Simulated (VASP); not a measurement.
Write the native input for VASP 6.6.1 that does the following.

| Property | Result |
| --- | --- |
| Task | single point |
| Functional | PBE |
| Potentials or basis | VASP PAW PBE potentials, release 64 (Mg, S) |
| Cutoff | 520 eV |
| k mesh | 8 × 8 × 8 |
| Occupations | gaussian, width 0.05 eV |
| Spin | no spin polarisation |
| Dipole correction | no |
| Further INCAR settings | ALGO = Normal; EDIFF = 1e-06; NBANDS = 11 |

The structure of MgS lies in POSCAR:

```
MgS
1.0
    0.0000000000      2.6016500000      2.6016500000
    2.6016500000      0.0000000000      2.6016500000
    2.6016500000      2.6016500000      0.0000000000
Mg S
1 1
Direct
    0.0000000000     -0.1729671555      0.0000000000
    0.5000000000      0.5000000000      0.5000000000
```

The cell isn't the ideal one: atom 1 (Mg) moved by (-0.450, -0.450) A along x and z.

One way to write it, as run:

INCAR

```
SYSTEM = MgS
PREC = Accurate ; ENCUT = 520
EDIFF = 1E-6 ; ISMEAR = 0
SIGMA = 0.05 ; LREAL = .FALSE.
LASPH = .TRUE. ; NELM = 100
ALGO = Normal ; ISIF = 2
LWAVE = .FALSE. ; LCHARG = .FALSE.
GGA = PE ; NBANDS = 11
```

KPOINTS

```
regular mesh
0
G
  8 8 8
  0 0 0
```

Potentials or basis: VASP PAW PBE potentials, release 64 (Mg, S).

Command:

```bash
$ cat potpaw_PBE.64/Mg/POTCAR potpaw_PBE.64/S/POTCAR > POTCAR
$ mpirun -np 1 vasp_std > vasp.out
```

Results of the run:

```
Pressure               : 14.3 GPa
Largest force          : 2.624 eV/Å
Band gap on the k mesh : 2.88 eV, indirect (least direct gap 3.62 eV)
```

Caveat: forces of over 1 eV/Å show positions far from the minimum, so gaps and moduli don't describe the material at rest.

Wall time 20 s on 1 thread of Intel(R) Xeon(R) Platinum 8488C (Sapphire Rapids) (shared host), peak memory 0.18 GiB.
